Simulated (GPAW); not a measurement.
# BN (F-43m) in GPAW: settings compared

One crystal, BN, is run at these levels: LDA, AM05; tasks: band structure, equation of state.

Everything below comes from runs of GPAW 26.7.0. Logs are shortened: lines on timing, memory, paths and dates and some standing lists are left out, and cuts for length are marked. The log counts tension as positive stress, the text compression.

**Experimental background.**

A printed reference work, monograph reports, for a bulk crystal of BN at 300 K: band gap 6.4 eV (indirect).

From “Effect of nanostructuration on compressibility of cubic BN”, 2012, arxiv:1208.3664, for a bulk crystal of BN at 300 K: bulk modulus 395 ± 2 GPa.

The results are compared with them further down.

**1. The crystal as given**

The structure is cubic, space group F-43m (No. 216). The conventional cell has a = 3.626 Å, b = 3.626 Å, c = 3.626 Å, α = 90.00°, β = 90.00°, γ = 90.00°. Around N (site symmetry -43m) lie 4 B at 1.57 Å. B (site symmetry -43m) is surrounded by 4 N at 1.57 Å.

The cell is a database's computed one.

**2. Band structure, LDA**

Input file run.py:

```python
from ase.dft.bandgap import bandgap
from ase.io import read, write
from ase.units import GPa
from gpaw import GPAW, PW, setup_paths

setup_paths.insert(0, '.')

atoms = read('BN.cif')

calc = GPAW(mode=PW(800),
            xc='LDA',
            kpts={'size': (10, 10, 10), 'gamma': True},
            occupations={'name': 'fermi-dirac', 'width': 0.05},
            setups={'B': 'jth', 'N': 'jth'},
            nbands=-7,
            convergence={'density': 1e-05, 'energy': 1e-05},
            maxiter=150,
            txt='gpaw.txt')
atoms.calc = calc
energy = atoms.get_potential_energy()
forces = atoms.get_forces()
stress = atoms.get_stress()
calc.write('gs.gpw')
write('result.traj', atoms)
print(f'Energy: {energy:.6f} eV')
print('Forces (eV/A):')
print(forces.round(4))
print('Stress (GPa):', (stress / GPa).round(3))
print('Fermi level:', round(calc.get_fermi_level(), 4), 'eV')
print(f'Gap: {bandgap(calc)[0]:.4f} eV, direct: {bandgap(calc, direct=True)[0]:.4f} eV')

path = atoms.cell.bandpath('GXWKGLUWLK,UX', npoints=60, eps=1e-4)
bs_calc = calc.fixed_density(kpts=path, symmetry='off', nbands=-14,
                             convergence={'bands': 'CBM+6.0', 'eigenstates': 1e-6}, txt='bands.txt')
bs = bs_calc.band_structure()
bs.write('bs.json')
print(f'Gap on the path: {bandgap(bs_calc)[0]:.4f} eV')
```

Input file BN.cif:

```cif
data_BN
_cell_length_a 2.56397060
_cell_length_b 2.56397060
_cell_length_c 2.56397060
_cell_angle_alpha 60.00000000
_cell_angle_beta 60.00000000
_cell_angle_gamma 60.00000000
_space_group_name_H-M_alt 'P1'
_space_group_name_Hall 'P 1'
_space_group_IT_number 1
loop_
_space_group_symop_operation_xyz
'x,y,z'
loop_
_atom_site_label
_atom_site_type_symbol
_atom_site_symmetry_multiplicity
_atom_site_Wyckoff_symbol
_atom_site_fract_x
_atom_site_fract_y
_atom_site_fract_z
_atom_site_occupancy
N1 N 1 a 0.2500000000 0.2500000000 0.2500000000 1
B1 B 1 a 0.0000000000 0.0000000000 0.0000000000 1
```

Potentials or basis: JTH PAW 2.0, LDA, pw.

Run with:

```console
> OMP_NUM_THREADS=1 python run.py
```

gpaw.txt:

```text
__  _  _
 | _ |_)|_||  |
 |__||  | ||/\| - 26.7.0

Input parameters:
  mode=PW(ecut=800.0),
  convergence={'density': 1e-05, 'energy': 1e-05},
  kpts=MonkhorstPack(size=(10, 10, 10), gamma=True),
  maxiter=150,
  nbands=-7,
  occupations=Occupations(name='fermi-dirac', width=0.05),
  setups={'B': 'jth', 'N': 'jth'},
  xc=XC(name='LDA')

Diagonalizing LCAO Hamiltonian
Converting LCAO to pw mode

           N
       B

Atoms  # Å, Bohr magnetons
|   | symbol |        x |        y |        z |    initial magnetic moments |
|---|--------|----------|----------|----------|-----------------------------|
| 0 |      N | 1.281985 | 0.740155 | 0.523368 | ( 0.0000,  0.0000,  0.0000) |
| 1 |      B | 0.000000 | 0.000000 | 0.000000 | ( 0.0000,  0.0000,  0.0000) |

Unit cell  # Å
| periodic |        x |        y |        z |  lengths |    angles |
|----------|----------|----------|----------|----------|-----------|
|      yes | 2.563971 | 0.000000 | 0.000000 | 2.563971 | 60.000000 |
|      yes | 1.281985 | 2.220464 | 0.000000 | 2.563971 | 60.000000 |
|      yes | 1.281985 | 0.740155 | 2.093473 | 2.563971 | 60.000000 |

Number of symmetries: 24
Symmetry operations  # r_c * U_cc + t_c -> r_c
|    | kind |            matrix            |
|----|------|------------------------------|
|  0 |  E   |  1, 0, 0,  0, 1, 0,  0, 0, 1 |
|  1 |  σ   |  1, 0, 0,  0, 0, 1,  0, 1, 0 |
|  2 |  σ   |  1, 0,-1,  0, 1,-1,  0, 0,-1 |
|  3 |  C3  |  1, 0,-1,  0, 0,-1,  0, 1,-1 |
|  4 |  C3  |  1,-1, 0,  0,-1, 1,  0,-1, 0 |
|  5 |  σ   |  1,-1, 0,  0,-1, 0,  0,-1, 1 |
|  6 |  σ   |  0, 1, 0,  1, 0, 0,  0, 0, 1 |
|  7 |  C3  |  0, 1, 0,  0, 0, 1,  1, 0, 0 |
|  8 |  C2  |  0, 1,-1,  1, 0,-1,  0, 0,-1 |
|  9 |  S4  |  0, 1,-1,  0, 0,-1,  1, 0,-1 |
| 10 |  C3  |  0, 0, 1,  1, 0, 0,  0, 1, 0 |
| 11 |  σ   |  0, 0, 1,  0, 1, 0,  1, 0, 0 |
| 12 |  S4  |  0, 0,-1,  1, 0,-1,  0, 1,-1 |
| 13 |  C3  |  0, 0,-1,  0, 1,-1,  1, 0,-1 |
| 14 |  S4  |  0,-1, 1,  1,-1, 0,  0,-1, 0 |
| 15 |  C2  |  0,-1, 1,  0,-1, 0,  1,-1, 0 |
| 16 |  C3  |  0,-1, 0,  1,-1, 0,  0,-1, 1 |
| 17 |  S4  |  0,-1, 0,  0,-1, 1,  1,-1, 0 |
| 18 |  S4  | -1, 1, 0, -1, 0, 1, -1, 0, 0 |
| 19 |  C3  | -1, 1, 0, -1, 0, 0, -1, 0, 1 |
| 20 |  C3  | -1, 0, 1, -1, 1, 0, -1, 0, 0 |
| 21 |  S4  | -1, 0, 1, -1, 0, 0, -1, 1, 0 |
| 22 |  σ   | -1, 0, 0, -1, 1, 0, -1, 0, 1 |
| 23 |  C2  | -1, 0, 0, -1, 0, 1, -1, 1, 0 |

BZ-sampling:
  Number of BZ points: 1000
  Number of IBZ points: 47

  Monkhorst-Pack size: [10, 10, 10]
  Monkhorst-Pack shift: [0.05, 0.05, 0.05]

K-points  # in reciprocal-cell coordinates
|     |                                coordinates |     weight |
|-----|--------------------------------------------|------------|
|   0 | (  0.00000000,   0.00000000,   0.00000000) | 0.00100000 |
|   1 | (  0.10000000,   0.10000000,   0.00000000) | 0.00600000 |
|   2 | (  0.10000000,   0.10000000,   0.10000000) | 0.00800000 |
|   3 | (  0.20000000,   0.10000000,   0.10000000) | 0.01200000 |
|   4 | (  0.20000000,   0.20000000,   0.00000000) | 0.00600000 |
|   5 | (  0.20000000,   0.20000000,   0.10000000) | 0.02400000 |
|   6 | (  0.20000000,   0.20000000,   0.20000000) | 0.00800000 |
|   7 | (  0.30000000,   0.20000000,   0.10000000) | 0.02400000 |
|   8 | (  0.30000000,   0.20000000,   0.20000000) | 0.02400000 |
|   9 | (  0.30000000,   0.30000000,   0.00000000) | 0.00600000 |
| ... |                                            |            |
|  46 | (  0.50000000,   0.50000000,   0.50000000) | 0.00400000 |

Plane wave coefficients: 622
Cutoff: 800.0 eV

Spin-components: 1 (collinear spins)
Bands:           11
Projectors:      8
Spin-degeneracy: 2
Datatype:        complex128

Parallelization:
  kpt:    1
  domain: 1
  band:   1

Density:
  Valence electrons: 8.0
  Components: 1
  Grid points: [18 18 18]
  Charge: 0.0  # |e|

Potential:
  Grid points: [18 18 18]

species:
  N:
    name:    Nitrogen
    Z:       7.0
    valence: 5
    core:    2
    charge:  0.0  # [|e|]
    compensation charges:
      type: sinc
      rc: 0.53  # [Å]
      lmax: 2
    cutoffs:
      filter: 0.64  # [Å]
      core: 0.98  # [Å]
    projectors
    | kind |    occ | energy [eV] | rcut [Å] |
    |------|--------|-------------|----------|
    |   2s |  2.000 |     -18.421 |    0.585 |
    |    s |        |      27.211 |    0.585 |
    |   2p |  3.000 |      -7.239 |    0.638 |
    |    p |        |      29.933 |    0.585 |

    Using partial waves for N as LCAO basis

  B:
    name:    Boron
    Z:       5.0
    valence: 3
    core:    2
    charge:  0.0  # [|e|]
    compensation charges:
      type: sinc
      rc: 0.74  # [Å]
      lmax: 2
    cutoffs:
      filter: 0.90  # [Å]
      core: 1.44  # [Å]
    projectors
    | kind |    occ | energy [eV] | rcut [Å] |
    |------|--------|-------------|----------|
    |   2s |  2.000 |      -9.384 |    0.794 |
    |    s |        |      40.817 |    0.794 |
    |   2p |  1.000 |      -3.715 |    0.903 |
    |    p |        |      40.817 |    0.903 |

    Using partial waves for B as LCAO basis

Reference energy: -2133.513902  # eV

eigensolver:
  PPCG
  Converge bands: occupied
  niter=2

density mixing:
  MSR1-Mixer
  Pratt-step length: 0.05
  Maximum mixing coefficient: 0.75
  Old densities: 10
  SVD Regularization: 0.005
  Good broyden scale: 1.0
  Trust region scale: 1.0
  Backstep threshold: 4.0
  History deletion threshold: 6.0
  Fourier metric: weight=20.0, sigma=0.015

occupation numbers:
  Fermi-Dirac:
    width: 0.0500  # eV

poisson solver:
  ecut: 6400.0  # eV

xc functional:
  name: None

convergence criteria:
- Maximum integral of absolute [dens]ity change: 1e-05 electrons / valence electron
- Maximum [total energy] change in last 3 cyles: 1e-05 eV / valence electron
- Maximum integral of absolute [eigenst]ate change: 4e-08 eV^2 / valence electron
maximum number of iterations: 150

SCF iterations
|iter     | |      energy | eigst |  dens |
|---------|-|-------------|-------|-------|
|iter:   1| |  -20.341992 | -0.15 |       |
|iter:   2| |  -20.157572 | -2.32 | -0.74 |
|iter:   3| |  -19.459721 | -1.20 | -0.78 |
|iter:   4| |  -19.446148 | -2.65 | -1.40 |
|iter:   5| |  -19.445427 | -3.56 | -1.88 |
|iter:   6| |  -19.445530 | -5.47 | -2.63 |
|iter:   7| |  -19.445531 | -7.02 | -3.64 |
|iter:   8| |  -19.445531c| -8.00c| -4.42 |
|iter:   9| |  -19.445531c| -9.20c| -5.97c|

Converged in 9 steps
Energy contributions relative to reference atoms: (reference = -2133.513902)

Energy contributions:
  Kinetic:          15.100052
  Coulomb:         -14.371580
  Zero:             -0.041423
  External:          0.000000
  Xc:              -20.132580
  Entropy:          -0.000000
  Spinorbit:         0.000000
  ----------------------------
  Free energy:     -19.445531
  Extrapolated:    -19.445531

dipole moment: (-10.374870, -5.989934, -4.235523)  # |e|*Ang

Fermi level: 10.737
Eigenvalues  # (at kpt = [0.000, 0.000, 0.000])
| band index |      eig [eV] | occ [0-2] |
|------------|---------------|-----------|
|          0 |       -11.435 |     2.000 |
|          1 |         8.547 |     2.000 |
|          2 |         8.547 |     2.000 |
|          3 |         8.547 |     2.000 |
|          4 |        17.174 |     0.000 |
|          5 |        17.174 |     0.000 |
|          6 |        17.174 |     0.000 |
|          7 |        18.814 |     0.000 |
|          8 |        32.848 |     0.000 |
|          9 |        36.371 |     0.000 |
|         10 |        36.562 |     0.000 |

Gap: 4.340 eV
Transition (v -> c):
  (s=0, k=0, n=3, [0.00, 0.00, 0.00]) -> (s=0, k=41, n=4, [0.50, 0.50, 0.00])
Direct/indirect transitions are different
Direct gap: 8.626 eV
Transition at: (s=0, k=0, n=3, [0.00, 0.00, 0.00])

Forces  # eV/Ang
|        x |        y |       z |
|----------|----------|---------|
| -0.00000 |  0.00000 | 0.00000 |  # N    0
| -0.00000 | -0.00000 | 0.00000 |  # B    1

Stress tensor  # eV/Ang^3
|        x |         y |         z |
|----------|-----------|-----------|
| 0.092144 | -0.000000 | -0.000000 |
| 0.000000 |  0.092144 |  0.000000 |
| 0.000000 | -0.000000 |  0.092144 |

# Writing to gs.gpw (mode='')
```

Wall time 13 s (1 thread of Arm Neoverse V2, shared host); peak memory 0.16 GiB.

Results:

```
Free energy             : -19.4455 eV
Pressure                : -14.8 GPa
Band gap on the k mesh  : 4.34 eV, indirect (least direct gap 8.63 eV)
Band gap along the path : 4.34 eV, indirect (least direct gap 8.63 eV)
```

Levels at the corners of the path, in eV from the valence-band top:
| point | band 2 | band 3 | band 4 | band 5 | band 6 | band 7 |
| --- | --- | --- | --- | --- | --- | --- |
| Γ | 0.00 | 0.00 | 0.00 | 8.63 | 8.63 | 8.63 |
| X | -8.84 | -4.89 | -4.89 | 4.34 | 9.09 | 17.56 |
| W | -7.48 | -6.96 | -6.51 | 9.40 | 13.11 | 14.19 |
| K | -8.04 | -7.66 | -4.07 | 6.77 | 12.68 | 15.52 |
| Γ | 0.00 | 0.00 | 0.00 | 8.63 | 8.63 | 8.63 |
| L | -10.64 | -1.94 | -1.94 | 10.07 | 10.51 | 10.51 |
| U | -8.04 | -7.66 | -4.07 | 6.77 | 12.68 | 15.52 |
| W | -7.48 | -6.96 | -6.51 | 9.40 | 13.11 | 14.19 |
| L | -10.64 | -1.94 | -1.94 | 10.07 | 10.51 | 10.51 |
| K | -8.04 | -7.66 | -4.07 | 6.77 | 12.68 | 15.52 |
| U | -8.04 | -7.66 | -4.07 | 6.77 | 12.68 | 15.52 |
| X | -8.84 | -4.89 | -4.89 | 4.34 | 9.09 | 17.56 |

Caveat: the program truncates these outside data sets.

**3. Equation of state, AM05**

Input file run.py:

```python
from ase.eos import EquationOfState
from ase.io import Trajectory, read
from ase.units import GPa
from gpaw import GPAW, PW, setup_paths

setup_paths.insert(0, '.')

atoms = read('POSCAR')

traj = Trajectory('eos.traj', 'w')
volumes, energies = [], []
for x in [0.94, 0.96, 0.98, 1.0, 1.02, 1.04, 1.06]:
    a = atoms.copy()
    a.set_cell(atoms.cell * x**(1 / 3), scale_atoms=True)
    calc = GPAW(mode=PW(800),
                xc='AM05',
                kpts={'size': (10, 10, 10), 'gamma': True},
                occupations={'name': 'fermi-dirac', 'width': 0.05},
                nbands=11,
                convergence={'density': 1e-05, 'energy': 1e-05},
                maxiter=150,
                txt=f'eos-{x:.2f}.txt')
    a.calc = calc
    energies.append(a.get_potential_energy(force_consistent=True))
    volumes.append(a.get_volume())
    p = -a.get_stress()[:3].mean() / GPa
    calc.write(f'eos-{x:.2f}.gpw')
    traj.write(a)
    print(f'{x:.2f} {volumes[-1]:10.4f} A^3 {energies[-1]:14.6f} eV {p:9.3f} GPa', flush=True)

v0, e0, B = EquationOfState(volumes, energies, eos='birchmurnaghan').fit()
print(f'V0 = {v0:.4f} A^3, E0 = {e0:.6f} eV, B0 = {B / GPa:.2f} GPa')
```

Input file POSCAR:

```
BN
1.0
    0.0000000000      1.8130010000      1.8130010000
    1.8130010000      0.0000000000      1.8130010000
    1.8130010000      1.8130010000      0.0000000000
N B
1 1
Direct
    0.2500000000      0.2500000000      0.2500000000
    0.0000000000      0.0000000000      0.0000000000
```

Potentials or basis: PAW data sets generated in the run's folder for this functional, pw.

Run with:

```console
> gpaw-setup -f AM05 B N
> OMP_NUM_THREADS=1 python run.py
```

Run time: 51 s. Hardware: 1 thread of Arm Neoverse V2, shared host; peak memory 0.18 GiB.

The run converged. Its results:

```yaml
Equilibrium_volume: 5.85 Å³/atom
Bulk_modulus: 387 GPa
Pressure_derivative_of_the_bulk_modulus: 3.8
```

Energy against volume, from the lowest point:
| volume (Å³/atom) | energy (meV/atom) |
| --- | --- |
| 5.602 | 13.53 |
| 5.721 | 3.52 |
| 5.840 | 0.00 |
| 5.959 | 2.50 |
| 6.078 | 10.20 |
| 6.198 | 22.89 |
| 6.317 | 39.93 |

**4. Comparison with measurements**

Step 2. Measured gap of BN: 6.4 eV (indirect; 300 K; a printed reference work, monograph). This calculation gives 4.34 eV (-2.06 eV). The value is that of LDA, without temperature or zero-point motion. Semilocal functionals fall short of measured gaps as a rule. The cell is a database's relaxed one, not the measured one, which moves gaps too.

Step 3. Measured bulk modulus of BN: 395 GPa (300 K; quoted in “Effect of nanostructuration on compressibility of cubic BN”, 2012, arxiv:1208.3664). This calculation gives 387 GPa (-2.1 %). The fit is for a static lattice scaled at fixed shape and fixed fractional positions.
